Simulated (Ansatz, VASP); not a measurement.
# C in VASP and in Ansatz

```
C
1.0
     2.46000    0.00000    0.00000
    -1.23000    2.13042    0.00000
     0.00000    0.00000    6.70000
C
4
Direct
  0.00000 0.00000 0.25000
  0.33333 0.66667 0.25000
  0.00000 0.00000 0.75000
  0.66667 0.33333 0.75000
```

Alike in both runs: task relaxation of cell and atoms; functional PBEsol; k mesh 24 × 24 × 8; occupations gaussian, width 0.05 eV; no spin polarisation.

|  | VASP | Ansatz |
| --- | --- | --- |
| version | VASP 6.6.1 | Ansatz 0.2.0 |
| potentials or method | VASP PAW PBE potentials, release 64 (C) | scalar-relativistic, plane waves, PAW |
| plane-wave cutoff (eV) | 600 | 420 |
| valence electrons in the cell | 16 | 16 |

|  | VASP | Ansatz | Ansatz less VASP |
| --- | --- | --- | --- |
| gap on the k mesh at the Fermi level, each at its own relaxed structure (eV) | none | none | - |
| relaxed volume (Å³/atom) | 9.31 | 9.48 | +0.171 |
| relaxed cell length with the largest relative difference (Å) | 7.103 | 7.242 | +0.1391 |
| energy change over the relaxation (meV/atom) | -2 | -3 | -1.0 |

A gap of «none» marks a metal or a gap that the smearing closes.

Caveats: the PAW data sets were made with another functional, which shifts forces and pressure a little (VASP); this functional lacks dispersion, which binds the layers, so the pressure and a relaxed spacing across them are unreliable.
